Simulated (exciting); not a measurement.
# InP (F-43m) in exciting: single point with PBE

Aim: the single point of InP with PBE.

All numbers are computed with exciting (release sodium); they aren't measurements. Logs are shortened: lines on timing, memory, paths and dates and some standing lists are left out, and cuts for length are marked.

**Measured values to compare with.**

A printed reference work, data compilation reports, for a bulk crystal of InP at 1.6 K: band gap 1.4236 eV (direct).

The results are compared with them further down.

### Step 1. The structure

Symmetry: F-43m, No. 216, cubic system. Conventional cell: a = 5.861 Å, b = 5.861 Å, c = 5.861 Å, α = 90.00°, β = 90.00°, γ = 90.00°. In (site symmetry -43m) is surrounded by 4 P at 2.54 Å. Around P (site symmetry -43m) lie 4 In at 2.54 Å.

### Step 2. Single point, PBE

input.xml reads:

```xml
<input>
  <title>InP</title>
  <structure speciespath="./" tshift="false">
    <crystal scale="1">
      <basevect>0.000000000000 5.537842408216 5.537842408216</basevect>
      <basevect>5.537842408216 0.000000000000 5.537842408216</basevect>
      <basevect>5.537842408216 5.537842408216 0.000000000000</basevect>
    </crystal>
    <species speciesfile="In.xml" rmt="2.3">
      <atom coord="0.000000000000 0.000000000000 0.000000000000"/>
    </species>
    <species speciesfile="P.xml" rmt="2">
      <atom coord="0.750000000000 0.750000000000 0.750000000000"/>
    </species>
  </structure>
  <groundstate do="fromscratch" ngridk="5 5 5" rgkmax="6.8" gmaxvr="14" lmaxapw="10" lmaxmat="10" lmaxvr="8" xctype="GGA_PBE" stype="Gaussian" swidth="0.00036749" nempty="10" ValenceRelativity="iora*" epsengy="1e-05" epspot="1e-05" maxscl="60" tforce="true" outputlevel="low"/>
</input>
```

Potentials or basis: all-electron LAPW+lo, shipped species files, valence relativity iora*.

Run with:

```
$ OMP_NUM_THREADS=4 exciting_smp
```

INFO.OUT:

```text
================================================================================
EXCITING SODIUM started
[... 10 lines left out ...]

 Lattice vectors (cartesian) :
      0.0000000000      5.5378424082      5.5378424082
      5.5378424082      0.0000000000      5.5378424082
      5.5378424082      5.5378424082      0.0000000000

 Reciprocal lattice vectors (cartesian) :
     -0.5672954234      0.5672954234      0.5672954234
      0.5672954234     -0.5672954234      0.5672954234
      0.5672954234      0.5672954234     -0.5672954234

 Unit cell volume                           :     339.6657630548
 Brillouin zone volume                      :       0.7302773503

 Species :    1 (In)
     parameters loaded from                 :    In.xml
     name                                   :    indium

     atomic positions (lattice) :
       1 :   0.00000000  0.00000000  0.00000000

 Species :    2 (P)
     parameters loaded from                 :    P.xml
     name                                   :    phosphorus

     atomic positions (lattice) :
       1 :   0.75000000  0.75000000  0.75000000

 Total number of atoms per unit cell        :       2

 Spin treatment                             :    spin-unpolarised

 Number of Bravais lattice symmetries       :      48
 Number of crystal symmetries               :      24

 k-point grid                               :       5    5    5
 Total number of k-points                   :      14
 k-point set is reduced with crystal symmetries

 R^MT_min * |G+k|_max (rgkmax)              :       6.80000000

 G-vector grid sizes                        :      36    36    36
 Total number of G-vectors                  :   15665

 Total nuclear charge                       :     -64.00000000
 Total electronic charge                    :      64.00000000

 Number of empty states                     :      10
 Total number of valence states             :      23

 Exchange-correlation type                  :      20
     Perdew-Burke-Ernzerhof, Phys. Rev. Lett. 77, 3865 (1996)
     Generalised gradient approximation (GGA)

 Smearing scheme                            :    Gaussian
 Smearing width                             :       0.00036749

++++++++++++++++++++++++++++++++++++++++++++++++++++++++++++++++++++++++++++++++
+ Ending initialization                                                        +
++++++++++++++++++++++++++++++++++++++++++++++++++++++++++++++++++++++++++++++++

********************************************************************************
* Groundstate module started                                                   *
********************************************************************************
 Output level for this task is set to low

++++++++++++++++++++++++++++++++++++++++++++++++++++++++++++++++++++++++++++++++
[... 5 lines left out ...]
+ SCF iteration number :    1                                                  +
++++++++++++++++++++++++++++++++++++++++++++++++++++++++++++++++++++++++++++++++
 Total energy                               :     -6222.40931461
 _______________________________________________________________
 Fermi energy                               :         0.16572082
 DOS at Fermi energy (states/Ha/cell)       :         0.00000000
 Electron charge: Core leakage              :         0.00169919

 Estimated fundamental gap                  :         0.04287399
        valence-band maximum at    1      0.0000  0.0000  0.0000
     conduction-band minimum at    1      0.0000  0.0000  0.0000
[... 212 lines left out ...]
 RMS change in effective potential (target) :  0.953321E-08  ( 0.100000E-04)
 Absolute change in total energy   (target) :  0.244570E-05  ( 0.100000E-04)
 Charge distance                   (target) :  0.178956E-08  ( 0.100000E-04)
 Abs. change in max-nonIBS-force   (target) :   0.00000      ( 0.500000E-04)

++++++++++++++++++++++++++++++++++++++++++++++++++++++++++++++++++++++++++++++++
| Convergency criteria checked for the last 2 iterations                       +
| Convergence targets achieved. Performing final SCF iteration                 +
++++++++++++++++++++++++++++++++++++++++++++++++++++++++++++++++++++++++++++++++
 Total energy                               :     -6225.36896005
 _______________________________________________________________
 Fermi energy                               :         0.17788616
 DOS at Fermi energy (states/Ha/cell)       :         0.00000000
 Electron charge: Core leakage              :         0.00170289

 Estimated fundamental gap                  :         0.02540551
        valence-band maximum at    1      0.0000  0.0000  0.0000
     conduction-band minimum at    1      0.0000  0.0000  0.0000

++++++++++++++++++++++++++++++++++++++++++++++++++++++++++++++++++++++++++++++++
+ Self-consistent loop stopped                                                 +
++++++++++++++++++++++++++++++++++++++++++++++++++++++++++++++++++++++++++++++++
 STATE.OUT is written

--------------------------------------------------------------------------------
- Writing atomic positions and forces                                          -
--------------------------------------------------------------------------------

 Atomic positions (lattice) :
 atom     1  In  :     0.00000000    0.00000000    0.00000000
 atom     2   P  :     0.75000000    0.75000000    0.75000000

 Total atomic forces including IBS (cartesian) :
 atom     1  In  :     0.00000000    0.00000000   -0.00000000
 atom     2   P  :     0.00000000   -0.00000000    0.00000000

 Atomic force components including IBS (cartesian) :
 atom     1  In  :    -0.00000000   -0.00000000    0.00000000   HF force
                 :     0.00000000    0.00000000    0.00000000   core correction
                 :    -0.00000000    0.00000000   -0.00000000   IBS correction
 atom     2   P  :     0.00000000    0.00000000   -0.00000000   HF force
                 :    -0.00000000   -0.00000000   -0.00000000   core correction
                 :     0.00000000   -0.00000000    0.00000000   IBS correction

********************************************************************************
* Groundstate module stopped                                                   *
********************************************************************************

================================================================================
| EXCITING SODIUM stopped                                                      =
================================================================================
```

Run time: 20 s. Hardware: 4 threads of Intel Xeon 6975P-C (Granite Rapids), shared host; peak memory 0.14 GiB.

What came out:

* Free energy: -169400.9193 eV
* Band gap on the k mesh: 0.69 eV, direct

Caveat: rgkmax is low for these elements, so energy differences scatter by about 1 meV per atom; spin-orbit coupling is left out, which moves the levels of the heavy elements.

### Step 3. Comparison with measurements

Step 2. Against the measured gap of InP, 1.4236 eV (direct; 1.6 K; a printed reference work, data compilation), the calculated 0.69 eV is off by -0.73 eV. Spin-orbit coupling on In is left out. The value is that of PBE, without temperature or zero-point motion. Semilocal functionals fall short of measured gaps as a rule.
